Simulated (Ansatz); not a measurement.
A run of Ansatz 0.2.0 is set up as follows.

The input input.yaml:

```yaml
crystal:
  lattice:
    - [0.0, 2.7940632177, 2.7940632177]
    - [2.7940632177, 0.0, 2.7940632177]
    - [2.7940632177, 2.7940632177, 0.0]
  atoms:
    - { symbol: Cl, position: [0.5, 0.5, 0.5] }
    - { symbol: Na, position: [0.0, 0.0, 0.0] }
kpoints:
  mp_grid: { grid: [8, 8, 8] }
scf:
  occupations: { method: gaussian, width: 0.05 }
hamiltonian:
  xc: pbe
  pseudopotentials: { kind: all_electron, lapw: { basis_error: 0.001 } }
output:
  forces: true
  stress: true
  eigenvalues: true
```

Potentials or basis: all-electron LAPW, scalar-relativistic.

Launch:

```console
$ ansatz run input.yaml --threads 1 --pin off --max-ram 3072MiB --backend cpu --events-out ev --progress --plain --runs-dir out
```

(1) What does it give for the band gap on the k mesh?

(2) Estimate the pressure.

## Answers

(1) 5.22 eV, direct.

(2) 1.6 GPa.
